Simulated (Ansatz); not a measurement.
A 2-atom cell of SrO started from a crystallographic database, relaxed with r2SCAN in the plane-wave code Ansatz. The symmetry is Fm-3m (No. 225, cubic); a = 5.160 Å in the conventional setting, 17.17 Å³ an atom. Around Sr lie 6 O at 2.58 Å; around O lie 6 Sr at 2.58 Å.

The axes x, y and z are those of this cell:
```yaml
crystal:
  lattice:
    - [0.00000, 2.57989, 2.57989]
    - [2.57989, 0.00000, 2.57989]
    - [2.57989, 2.57989, 0.00000]
  atoms:
    - { symbol: Sr, position: [0.50000, 0.50000, 0.50000] }
    - { symbol: O, position: [0.00000, 0.00000, 0.00000] }
```

Unstrained: With PBE the valence top lies at Γ and the conduction bottom at X, 3.318 eV higher; the smallest vertical gap, at X, is 3.403 eV. The r2SCAN gap is indirect, 3.799 eV (Γ to X), below the direct gap of 3.880 eV at X. HSE06 gives an indirect gap of 4.794 eV, from Γ to X; the least direct gap is 4.890 eV at X. Meshes: PBE 8×8×8, r2SCAN 8×8×8, HSE06 6×6×6. Strains are changes of length per length. After each strain the atoms were relaxed again with r2SCAN within the symmetry that the strain leaves, so tilts or polar shifts that break it weren't tested; points keep the names that they have in the unstrained zone. No spin polarisation and no zero-point or thermal motion.

**Question.** One strain changed the r2SCAN stress by xx -7.24, yy -7.24, zz -0.02 GPa (compression positive) and the gap by -0.285 eV (PBE), -0.303 eV (r2SCAN), -0.282 eV (HSE06). Which kind of strain was it, and roughly how large?

**Answer.** Epitaxial +4.86 % in the xy plane, free normal strain -2.30 %. The pattern of the stress gives the kind; the size needs the stiffness, so it is an estimate.

**Question.** Apply isotropic -5.75 % on every length. How far does the gap move, against the unstrained cell?

**Answer.** PBE: the gap goes from 3.318 to 3.075 eV (-0.243 eV); the edges go from Γ → X to (0, 0.497, 0.497) → X. r2SCAN: the gap goes from 3.799 to 3.557 eV (-0.242 eV); it turns from indirect (Γ → X) to direct (X). HSE06: the gap goes from 4.794 to 4.591 eV (-0.203 eV); the edges go from Γ → X to (0, 0.497, 0.497) → X. The r2SCAN energy rises by 183.6 meV an atom.

Where an edge lies off the special points, it is a point of the mesh or the k point where a search put PBE's edge or least direct gap, reused for the other functionals, whose own edges may lie a little apart.

The meshes of the hybrids are coarse, so their gaps aren't converged to the digits shown.
